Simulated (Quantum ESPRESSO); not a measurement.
## MnS in Quantum ESPRESSO: the effect of functional

The system is MnS.

```
CELL_PARAMETERS angstrom
0.00000 2.60450 2.60450
2.60450 0.00000 2.60450
2.60450 2.60450 0.00000
ATOMIC_POSITIONS crystal
Mn 0.00000 0.00000 0.00000
S 0.50000 0.50000 0.50000
```

Alike in all runs:

* Program: Quantum ESPRESSO 7.5
* Task: phonon dispersion
* Cutoff: 612 eV
* Density cutoff: 4898 eV
* k mesh: 10 × 10 × 10
* Occupations: cold, width 0.2 eV
* Spin: collinear spin, ferromagnetic start
* Starting moments: [4.0, 0.0] μB

Each run relaxes the cell or the atoms first.

```csv
functional,potentials or basis,relaxed volume (Å³/atom),moment (μB),highest phonon frequency (cm⁻¹)
LDA,GBRV 1.5 LDA,13.84,3.61,336
PBE,GBRV 1.5 PBE,?,?,?
PBEsol,GBRV 1.5 PBEsol,15.09,4.13,308
```

Question: What does the run with functional PBE give?

Answer: Relaxed volume 16.66 Å³/atom; moment 4.56 μB; highest phonon frequency 275 cm⁻¹.

Caveats: a cell with one magnetic atom can't hold antiferromagnetic order, which such compounds often take; some modes are imaginary (some runs); the volume moved by over 15 % at a fixed basis, so the end points are rough (some runs).
